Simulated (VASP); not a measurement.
# CsPbCl3 (R32) in VASP: notebook, part 3 of 3

VASP 6.6.1. Earlier steps stand in the parts before.

**4. Single point, PBE (strain -0.080 along x and y, -0.040 along z, atoms carried along)**

Contents of INCAR:

```
ALGO = Fast
EDIFF = 1E-6
ENCUT = 520
GGA = PE
ISIF = 2
ISMEAR = 0
LASPH = T
LCHARG = F
LREAL = F
LWAVE = F
NBANDS = 30
NELM = 100
PREC = Accurate
SIGMA = 0.05
```

Contents of KPOINTS:

```
k-points
0
Gamma
  6 6 6
```

Contents of POSCAR:

```
CsPbCl3
1.0
    3.6829027064      2.1263248689      3.1637332391
   -3.6829027064      2.1263248689      3.1637332391
    0.0000000000     -4.2526497378      3.1637332391
Cs Pb Cl
1 1 3
Direct
    0.5000000000      0.5000000000      0.5000000000
    0.0000000000      0.0000000000      0.0000000000
    0.5000000000      0.0186003000      0.9813997000
    0.0186003000      0.9813997000      0.5000000000
    0.9813997000      0.5000000000      0.0186003000
```

Potentials or basis: VASP PAW PBE potentials, release 64 (Cs_sv, Pb_d, Cl).

The run is started by

```sh
$ cat potpaw_PBE.64/Cs_sv/POTCAR potpaw_PBE.64/Pb_d/POTCAR potpaw_PBE.64/Cl/POTCAR > POTCAR
$ mpirun -np 1 vasp_std > vasp.out
```

OUTCAR:

```text
EDIFF = 1E-6
   ENCUT = 520
   GGA = PE
   ISIF = 2
   ISMEAR = 0
   LASPH = T
   LREAL = F
   NELM = 100
   PREC = Accurate

 ion  position               nearest neighbor table
   1  0.500  0.500  0.500-
   2  0.000  0.000  0.000-   4 2.65   4 2.65   3 2.65   5 2.65   5 2.65   3 2.65
   3  0.500  0.019  0.981-   2 2.65   2 2.65
   4  0.019  0.981  0.500-   2 2.65   2 2.65
   5  0.981  0.500  0.019-   2 2.65   2 2.65

  LATTYP: Found a trigonal (rhomboedric) cell.
 ALAT       =     5.3003997775
 COS(alpha) =     0.0344089460

  Lattice vectors:

 A1 = (   3.6829027064,   2.1263248689,   3.1637332391)
 A2 = (  -3.6829027064,   2.1263248689,   3.1637332391)
 A3 = (   0.0000000000,  -4.2526497378,   3.1637332391)

Analysis of symmetry for initial positions (statically):
=====================================================================
 Subroutine PRICEL returns:
 Original cell was already a primitive cell.

 Routine SETGRP: Setting up the symmetry group for a
 trigonal (rhombohedral) supercell.

 Subroutine GETGRP returns: Found  6 space group operations
 (whereof  6 operations were pure point group operations)
 out of a pool of 12 trial point group operations.

The static configuration has the point symmetry D_3 .

Analysis of symmetry for dynamics (positions and initial velocities):
=====================================================================
 Subroutine PRICEL returns:
 Original cell was already a primitive cell.

 Routine SETGRP: Setting up the symmetry group for a
 trigonal (rhombohedral) supercell.

 Subroutine GETGRP returns: Found  6 space group operations
 (whereof  6 operations were pure point group operations)
 out of a pool of 12 trial point group operations.

The dynamic configuration has the point symmetry D_3 .

 Subroutine INISYM returns: Found  6 space group operations
 (whereof  6 operations are pure point group operations),
 and found     1 'primitive' translations

----------------------------------------------------------------------------------------

                                     Primitive cell

  volume of cell :     148.6521

  direct lattice vectors                    reciprocal lattice vectors
     3.682902706  2.126324869  3.163733239     0.135762479  0.078382504  0.105360758
    -3.682902706  2.126324869  3.163733239    -0.135762479  0.078382504  0.105360758
     0.000000000 -4.252649738  3.163733239     0.000000000 -0.156765007  0.105360758

  length of vectors
     5.300399777  5.300399777  5.300399777     0.188881330  0.188881330  0.188881330

  position of ions in fractional coordinates (direct lattice)
     0.500000000  0.500000000  0.500000000
     0.000000000  0.000000000  0.000000000
     0.500000000  0.018600300  0.981399700
     0.018600300  0.981399700  0.500000000
     0.981399700  0.500000000  0.018600300

  ion indices of the primitive-cell ions
   primitive index   ion index
                 1           1
                 2           2
                 3           3
                 4           4
                 5           5
[... 23 lines left out ...]
 ===========================================

 Found     32 irreducible k-points:

 Following reciprocal coordinates:
            Coordinates               Weight
  0.000000  0.000000  0.000000      1.000000
  0.166667  0.000000  0.000000      6.000000
  0.333333  0.000000  0.000000      6.000000
  0.500000  0.000000  0.000000      3.000000
  0.166667  0.166667  0.000000      6.000000
  0.333333  0.166667  0.000000     12.000000
[... 16 lines left out ...]
  0.500000  0.500000  0.166667      6.000000
 -0.333333  0.500000  0.166667     12.000000
 [... further k-points ...]
   k-points           NKPTS =     32   k-points in BZ     NKDIM =     32   number of bands    NBANDS=     30
   number of dos      NEDOS =    301   number of ions     NIONS =      5
   total plane-waves  NPLWV =  64000
   dimension x,y,z NGX =    40 NGY =   40 NGZ =   40
   dimension x,y,z NGXF=    80 NGYF=   80 NGZF=   80
   ions per type =               1   1   3
   NGX,Y,Z   is equivalent  to a cutoff of  12.55, 12.55, 12.55 a.u.
   NGXF,Y,Z  is equivalent  to a cutoff of  25.09, 25.09, 25.09 a.u.
 SYSTEM =  unknown system
   PREC   = accura    normal or accurate (medium, high low for compatibility)
   ISTART =      0    job   : 0-new  1-cont  2-samecut
   ICHARG =      2    charge: 1-file 2-atom 10-const
   ISPIN  =      1    spin polarized calculation?
   LNONCOLLINEAR =      F non collinear calculations
   LSORBIT =      F    spin-orbit coupling
   LASPH  =      T    aspherical Exc in radial PAW
   ENCUT  =  520.0 eV  38.22 Ry    6.18 a.u.   9.86  9.86  9.86*2*pi/ulx,y,z
   NELM   =    100;   NELMIN=  2; NELMDL= -5     # of ELM steps
   EDIFF  = 0.1E-05   stopping-criterion for ELM
   LREAL  =      F    real-space projection
   EDIFFG = 0.1E-04   stopping-criterion for IOM
   NSW    =      0    number of steps for IOM
   IBRION =     -1    ionic relax: 0-MD 1-quasi-New 2-CG
   NFREE  =      0    steps in history (QN), initial steepest desc. (CG)
   ISIF   =      2    stress and relaxation
   ISYM   =      2    0-nonsym 1-usesym 2-fastsym
   POTIM  = 0.5000    time-step for ionic-motion
   TEBEG  =    0.0;   TEEND  =   0.0 temperature during run
   PSTRESS=    0.0 pullay stress
   NELECT =      44.0000    total number of electrons
   NUPDOWN=      -1.0000    fix difference up-down
   EMIN   =  10.00;   EMAX   =-10.00  energy-range for DOS
   EFERMI =   0.00;   METHOD = LEGACY
   ISMEAR =     0;   SIGMA  =   0.05  broadening in eV -4-tet -1-fermi 0-gaus
   EFERMI_NEDOS =   21; number of points for ismear=-14 and -15
   IALGO  =     68    algorithm
   IMIX   =      4    mixing-type and parameters
     AMIX     =   0.40;   BMIX     =  1.00
     AMIX_MAG =   1.60;   BMIX_MAG =  1.00
  volume/ion in A,a.u.               =      29.73       200.63
  Fermi-wavevector in a.u.,A,eV,Ry     =   1.091027  2.061742 16.195550  1.190339
  Thomas-Fermi vector in A             =   2.227263
   LORBIT       =      0    0 simple, 1 ext, 2 COOP (PROOUT), +10 PAW based schemes
   GGA     = PE    functional components
   LHFCALC =     F    Hartree Fock is set to
   AEXX    =    0.0000 exact exchange contribution
   IVDW    =     0    specifies the selected vdW correction
   LEPSILON=     F    determine dielectric tensor
   LRPA    =     F    only Hartree local field effects (RPA)
 non-spin polarized calculation
 RMM-DIIS sequential band-by-band and
 Gauss-broadening in eV      SIGMA  =   0.05
  energy-cutoff  :      520.00
  volume of cell :      148.65
 maximum number of plane-waves:      4053
   NGX = 19   NGY = 19   NGZ = 19

 number of electron      44.0000009 magnetization

 Free energy of the ion-electron system (eV)
  ---------------------------------------------------
  ext. energy  EPLUGINS =         0.00000000
  ---------------------------------------------------
  free energy    TOTEN  =       -16.66012512 eV

  energy without entropy =      -16.66012512  energy(sigma->0) =      -16.66012512

 E-fermi :   4.4193     XC(G=0):  -8.5748

 val. band max:        4.1982910530   @ k =   0.5000   0.5000   0.5000
 cond. band min:       5.2258198011   @ k =   0.5000   0.5000   0.5000
 fundamental gap:      1.0275287482
 Fermi energy:         4.4193447338

 k-point     1 :       0.0000    0.0000    0.0000
  band No.  band energies     occupation
      1     -18.1903      2.00000
      2     -13.7794      2.00000
      3     -13.7794      2.00000
      4     -13.1830      2.00000
      5     -13.1830      2.00000
      6     -13.1739      2.00000
[... 781 lines left out ...]
     29       9.4648      0.00000
     30       9.7624      0.00000

 [... further k-points ...]

------------------------ aborting loop because EDIFF is reached ----------------------------------------

  FORCE on cell =-STRESS in cart. coord.  units (eV):
  Direction    XX          YY          ZZ          XY          YZ          ZX
  --------------------------------------------------------------------------------------
  -------------------------------------------------------------------------------------
  Total        8.3983951      8.3983951      8.0308401      0.0000000      0.0000000      0.0000000
  in kB       90.5182002     90.5182002     86.5566793      0.0000000      0.0000000      0.0000000
  external PRESSURE =      89.1976933 kB  Pullay stress =       0.0000000 kB

 VOLUME and BASIS-vectors are now :
 -----------------------------------------------------------------------------
  energy-cutoff  :      520.00
  volume of cell :      148.65
      direct lattice vectors                 reciprocal lattice vectors
     3.682902706  2.126324869  3.163733239     0.135762479  0.078382504  0.105360758
    -3.682902706  2.126324869  3.163733239    -0.135762479  0.078382504  0.105360758
     0.000000000 -4.252649738  3.163733239     0.000000000 -0.156765007  0.105360758

 POSITION                                       TOTAL-FORCE (eV/Angst)
 -----------------------------------------------------------------------------------
      0.00000      0.00000      4.74560        -0.000000     -0.000000     -0.000000
      0.00000      0.00000      0.00000        -0.000000     -0.000000     -0.000000
      1.77295     -3.07084      4.74560        -0.012457      0.021576     -0.000000
     -3.54590      0.00000      4.74560         0.024913     -0.000000      0.000000
      1.77295      3.07084      4.74560        -0.012457     -0.021576     -0.000000
 -----------------------------------------------------------------------------------
    total drift:                               -0.000001      0.000000     -0.000000

  FREE ENERGIE OF THE ION-ELECTRON SYSTEM (eV)
  ---------------------------------------------------
  free  energy   TOTEN  =       -16.6601251248 eV

  energy  without entropy=      -16.6601251248  energy(sigma->0) =      -16.66012512
```

OSZICAR:

```text
N       E                     dE             d eps       ncg     rms          rms(c)
DAV:   1     0.426238155361E+03    0.42624E+03   -0.19300E+04  1920   0.136E+03
DAV:   2     0.345275529596E+02   -0.39171E+03   -0.37025E+03  2132   0.334E+02
DAV:   3    -0.153320653597E+02   -0.49860E+02   -0.48955E+02  2456   0.129E+02
DAV:   4    -0.172102026740E+02   -0.18781E+01   -0.18712E+01  2436   0.291E+01
DAV:   5    -0.172820494194E+02   -0.71847E-01   -0.71822E-01  2642   0.547E+00    0.772E+00
RMM:   6    -0.166699785019E+02    0.61207E+00   -0.10342E+00  2352   0.420E+00    0.459E+00
RMM:   7    -0.166583704400E+02    0.11608E-01   -0.94289E-01  2562   0.391E+00    0.200E+00
RMM:   8    -0.166613335714E+02   -0.29631E-02   -0.92422E-02  2558   0.224E+00    0.278E-01
RMM:   9    -0.166595414360E+02    0.17921E-02   -0.29801E-02  2979   0.964E-01    0.137E-01
RMM:  10    -0.166599258139E+02   -0.38438E-03   -0.52874E-03  2888   0.401E-01    0.602E-02
RMM:  11    -0.166601192987E+02   -0.19348E-03   -0.10040E-03  2521   0.204E-01    0.290E-02
RMM:  12    -0.166601190565E+02    0.24225E-06   -0.28729E-04  2917   0.118E-01    0.781E-03
RMM:  13    -0.166601235140E+02   -0.44576E-05   -0.55579E-05  2625   0.473E-02    0.835E-03
RMM:  14    -0.166601248852E+02   -0.13712E-05   -0.21043E-05  2646   0.272E-02    0.116E-03
RMM:  15    -0.166601251248E+02   -0.23955E-06   -0.38913E-06  1992   0.125E-02
   1 F= -.16660125E+02 E0= -.16660125E+02  d E =-.423905E-12
```

stdout:

```text
POSCAR found type information on POSCAR CsPbCl
 POSCAR found :  3 types and       5 ions
 scaLAPACK will be used
 LDA part: xc-table for (Slater+PW92), standard interpolation
 POSCAR, INCAR and KPOINTS ok, starting setup
 FFT: planning ... GRIDC
 FFT: planning ... GRID_SOFT
 FFT: planning ... GRID
 WAVECAR not read
 entering main loop
```

It took 91 s on 1 thread of Intel Xeon 6975P-C (Granite Rapids), shared host; peak memory 0.32 GiB.

Results:

```yaml
Free_energy: -16.6601 eV
Pressure: 8.9 GPa
Largest_force: 0.025 eV/Å
Band_gap_on_the_k_mesh: 1.03 eV, direct
```

Forces on the atoms (eV/Å):
```
Cs   0.000  0.000  0.000
Pb   0.000  0.000  0.000
Cl  -0.012  0.022  0.000
Cl   0.025  0.000  0.000
Cl  -0.012 -0.022  0.000
```

Levels at points of the mesh, in eV from the valence-band top:
```csv
k point,band 18,band 19,band 20,band 21,band 22,band 23,band 24,band 25,band 26,band 27
"(0.00, 0.00, 0.00)",-4.19,-4.04,-4.02,-3.85,-3.85,2.42,2.89,2.89,3.89,3.89
"(0.50, 0.00, 0.00)",-4.24,-4.19,-4.15,-4.02,-2.33,2.60,3.76,4.02,4.47,4.53
"(0.50, 0.50, 0.00)",-4.36,-4.31,-3.98,-3.56,-1.15,1.85,1.97,4.35,4.38,4.86
"(0.50, 0.50, 0.50)",-4.01,-3.61,-3.52,-3.52,0.00,1.03,1.03,1.28,4.15,4.42
```

Caveat: spin-orbit coupling is left out, which as a rule narrows the gap of such compounds by several tenths of an eV. A k mesh can miss the band edges.

**5. Single point, PBE (strain +0.000 along x and y, +0.080 along z, atoms carried along)**

Contents of INCAR:

```
SYSTEM = CsPbCl3
PREC = Accurate
ENCUT = 520
EDIFF = 1E-6
ISMEAR = 0
SIGMA = 0.05
LREAL = .FALSE.
LASPH = .TRUE.
NELM = 100
ALGO = Fast
ISIF = 2
LWAVE = .FALSE.
LCHARG = .FALSE.
GGA = PE
NBANDS = 30
```

Contents of KPOINTS:

```
regular mesh
0
G
  6 6 6
  0 0 0
```

POSCAR, as its differences from that of step 4:

```diff
@@ -2,5 +2,5 @@
 1.0
-    3.6829027064      2.1263248689      3.1637332391
-   -3.6829027064      2.1263248689      3.1637332391
-    0.0000000000     -4.2526497378      3.1637332391
+    4.0031551156      2.3112226836      3.5591998940
+   -4.0031551156      2.3112226836      3.5591998940
+    0.0000000000     -4.6224453672      3.5591998940
 Cs Pb Cl
```

Potentials or basis: VASP PAW PBE potentials, release 64 (Cs_sv, Pb_d, Cl).

The run is started by

```sh
$ cat potpaw_PBE.64/Cs_sv/POTCAR potpaw_PBE.64/Pb_d/POTCAR potpaw_PBE.64/Cl/POTCAR > POTCAR
$ mpirun -np 1 vasp_std > vasp.out
```

OUTCAR:

```text
SYSTEM = CsPbCl3
   PREC = Accurate
   ENCUT = 520
   EDIFF = 1E-6
   ISMEAR = 0
   LREAL = .FALSE.
   LASPH = .TRUE.
   NELM = 100
   ISIF = 2
   GGA = PE

 ion  position               nearest neighbor table
   1  0.500  0.500  0.500-
   2  0.000  0.000  0.000-   5 2.92   3 2.92   5 2.92   3 2.92   4 2.92   4 2.92
   3  0.500  0.019  0.981-   2 2.92   2 2.92
   4  0.019  0.981  0.500-   2 2.92   2 2.92
   5  0.981  0.500  0.019-   2 2.92   2 2.92

  LATTYP: Found a trigonal (rhomboedric) cell.
 ALAT       =     5.8339442111
[... 996 lines left out ...]
  --------------------------------------------------------------------------------------
  -------------------------------------------------------------------------------------
  Total       -0.8697827     -0.8697827     -1.9412891      0.0000000      0.0000000      0.0000000
  in kB       -7.0529936     -7.0529936    -15.7417480      0.0000000      0.0000000      0.0000000
  external PRESSURE =      -9.9492451 kB  Pullay stress =       0.0000000 kB

 VOLUME and BASIS-vectors are now :
 -----------------------------------------------------------------------------
  energy-cutoff  :      520.00
  volume of cell :      197.58
      direct lattice vectors                 reciprocal lattice vectors
     4.003155116  2.311222684  3.559199894     0.124901480  0.072111903  0.093654007
    -4.003155116  2.311222684  3.559199894    -0.124901480  0.072111903  0.093654007
     0.000000000 -4.622445367  3.559199894     0.000000000 -0.144223807  0.093654007

 POSITION                                       TOTAL-FORCE (eV/Angst)
 -----------------------------------------------------------------------------------
      0.00000      0.00000      5.33880         0.000000     -0.000000      0.000000
      0.00000      0.00000      0.00000         0.000000     -0.000000      0.000000
      1.92712     -3.33787      5.33880         0.007718     -0.013368      0.000000
     -3.85424      0.00000      5.33880        -0.015436     -0.000000     -0.000000
      1.92712      3.33787      5.33880         0.007718      0.013368      0.000000
 -----------------------------------------------------------------------------------
    total drift:                               -0.000000      0.000000     -0.000000

  FREE ENERGIE OF THE ION-ELECTRON SYSTEM (eV)
  ---------------------------------------------------
  free  energy   TOTEN  =       -17.5050375124 eV

  energy  without entropy=      -17.5050375124  energy(sigma->0) =      -17.50503751
```

stdout:

```text
POSCAR found type information on POSCAR CsPbCl
 POSCAR found :  3 types and       5 ions
 scaLAPACK will be used
 LDA part: xc-table for (Slater+PW92), standard interpolation
 POSCAR, INCAR and KPOINTS ok, starting setup
 FFT: planning ... GRIDC
 FFT: planning ... GRID_SOFT
 FFT: planning ... GRID
 WAVECAR not read
 entering main loop
```

Wall time 2.5 min (1 thread of Intel Xeon 6975P-C (Granite Rapids), shared host); peak memory 0.43 GiB.

What came out:

- Free energy: -17.5050 eV
- Pressure: -1.0 GPa
- Largest force: 0.015 eV/Å
- Band gap on the k mesh: 2.35 eV, direct

Forces on the atoms (eV/Å):
```
Cs   0.000  0.000  0.000
Pb   0.000  0.000  0.000
Cl   0.008 -0.013  0.000
Cl  -0.015  0.000  0.000
Cl   0.008  0.013  0.000
```

Stress tensor (GPa, compression positive):
```
-0.71  0.00  0.00
 0.00 -0.71  0.00
 0.00  0.00 -1.57
```

Levels at points of the mesh, in eV from the valence-band top:
| k point | band 19 | band 20 | band 21 | band 22 | band 23 | band 24 | band 25 | band 26 |
| --- | --- | --- | --- | --- | --- | --- | --- | --- |
| (0.00, 0.00, 0.00) | -1.75 | -1.64 | -1.55 | -1.55 | 3.96 | 5.05 | 5.05 | 5.70 |
| (0.50, 0.00, 0.00) | -1.81 | -1.72 | -1.60 | -1.21 | 3.21 | 5.11 | 5.23 | 5.64 |
| (0.50, 0.50, 0.00) | -1.86 | -1.85 | -1.36 | -0.60 | 2.80 | 2.94 | 5.07 | 5.97 |
| (0.50, 0.50, 0.50) | -1.42 | -1.33 | -1.33 | 0.00 | 2.35 | 2.35 | 2.60 | 5.76 |

Caveat: spin-orbit coupling is left out, which as a rule narrows the gap of such compounds by several tenths of an eV. A k mesh can miss the band edges.

**6. Summary**

| cell | gap on the mesh (eV) | pressure (GPa) | largest force (eV/Å) |
| --- | --- | --- | --- |
| strain +0.080 along x and y, +0.000 along z, atoms carried along | 2.46 | -2.1 | 0.05 |
| strain -0.080 along x and y, -0.080 along z, atoms carried along | 0.81 | 11.6 | 0.04 |
| strain -0.080 along x and y, -0.040 along z, atoms carried along | 1.03 | 8.9 | 0.02 |
| strain +0.000 along x and y, +0.080 along z, atoms carried along | 2.35 | -1.0 | 0.02 |

Alike in all rows: task single point; level PBE; potentials or basis VASP PAW PBE potentials, release 64 (Cs_sv, Pb_d, Cl); no spin polarisation; k mesh 6 × 6 × 6; cutoff (eV) 520; smearing gaussian 0.05 eV.

Caveats: spin-orbit coupling is left out, which as a rule narrows the gap of such compounds by several tenths of an eV.

Total energies depend on the potentials used, so only differences within one code and one set of settings carry meaning.
